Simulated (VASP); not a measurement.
Runs of VASP 6.6.1 on P. The structure is orthorhombic, space group Cmce (No. 64). The conventional cell has a = 3.295 Å, b = 10.930 Å, c = 4.544 Å, α = 90.00°, β = 90.00°, γ = 90.00°. P (site symmetry m) is surrounded by 3 P at 2.20 to 2.25 Å. 

```tsv
task	level	potentials or basis	k mesh	cutoff (eV)	smearing	ladder	GW scheme	GW iterations	cutoff of the response function	frequency points	mesh quality	gap on the mesh (eV)	pressure (GPa)	V0 of scaled cells (Å³/atom)	B0 (GPa)	largest force (eV/Å)
equation of state	PBEsol	VASP PAW PBE potentials, release 64 (P)	8 × 8 × 6	520	fermi-dirac 0.05 eV	free	-	-	-	-	not flagged	-	-	(a)	77	-
single point	PBEsol	VASP PAW PBE potentials, release 64 (P)	8 × 8 × 6	520	fermi-dirac 0.05 eV	free	-	-	-	-	not flagged	0.02	-0.7	-	-	(b)
single point	PBE	VASP PAW PBE potentials, release 64 (P)	8 × 8 × 6	520	gaussian 0.021 eV	-	-	-	-	-	not flagged	0.11	1.7	-	-	0.29
band structure	r2SCAN50	VASP PAW PBE potentials, release 64 (P)	4 × 4 × 3	520	fermi-dirac 0.05 eV	-	-	-	-	-	coarse	2.80	-3.3	-	-	0.51
band structure	TB-mBJ	VASP PAW PBE potentials, release 64 (P)	8 × 8 × 6	520	gaussian 0.02 eV	gaps	-	-	-	-	not flagged	0.64	-	-	-	-
single point	PBE	VASP PAW PBE potentials, release 64 (P)	8 × 8 × 6	520	fermi-dirac 0.05 eV	-	-	-	-	-	not flagged	0.11	1.7	-	-	0.29
equation of state	PBE	VASP PAW PBE potentials, release 64 (P)	8 × 8 × 6	520	fermi-dirac 0.05 eV	-	-	-	-	-	not flagged	-	-	20.94	70	-
single point	PBE	VASP PAW PBE potentials, release 64 (P_GW)	8 × 8 × 6	550	gaussian 0.1 eV	-	-	-	-	-	not flagged	0.10	2.1	-	-	0.35
```

Alike in all rows: no spin polarisation; cell as given.

Problem. Fill in the values left out.

Solution. (a) 20.27; (b) 0.28.

Caveats: some runs use coarse meshes; the PAW data sets were made with another functional, which shifts forces and pressure a little (some runs); the cell was scaled at fixed shape and fractional positions, which overstates the stiffness of a crystal with free parameters, most of all of layers and chains (some runs); an unscreened hybrid on a path of extra k points without a Coulomb cutoff has errors near the mesh points, so the bands along the path aren't reliable (some runs); an odd mesh through Γ misses points on the zone boundary, where band edges often lie (some runs).

Not every run made on this cell is shown here.
